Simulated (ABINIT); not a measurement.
Ni:

```
Ni
1.0
     0.00000    1.73757    1.73757
     1.73757    0.00000    1.73757
     1.73757    1.73757    0.00000
Ni
1
Direct
  0.00000 0.00000 0.00000
```

Base run:

```yaml
Program: ABINIT 10.8.3 (patched build)
Functional: BLYP
Potentials_or_basis: JTH PAW PBE v2.0
Cutoff: 1333 eV
k_mesh: 13 × 13 × 13
Occupations: fermi-dirac, width 0.05 eV
Spin: collinear spin, ferromagnetic start
Starting_moments: "[1.0] μB"
```

Its results: band gap on the k mesh none (metal or under the smearing width); pressure 18.9 GPa; net moment 0.62 μB per cell; site moments Ni +0.65 μB.

Question: After a change of settings the same cell gave: band gap on the k mesh none (metal or under the smearing width); pressure -0.7 GPa; net moment 0.63 μB per cell; site moments Ni +0.66 μB. Which change was it?
A. functional from BLYP to WC
B. functional from BLYP to PW91
C. functional from BLYP to PBE
D. functional from BLYP to AM05

Answer: A.

WC binds more tightly than BLYP, so the same cell stands under less pressure.

Caveats: the PAW data sets were made with another functional, which shifts forces and pressure a little.
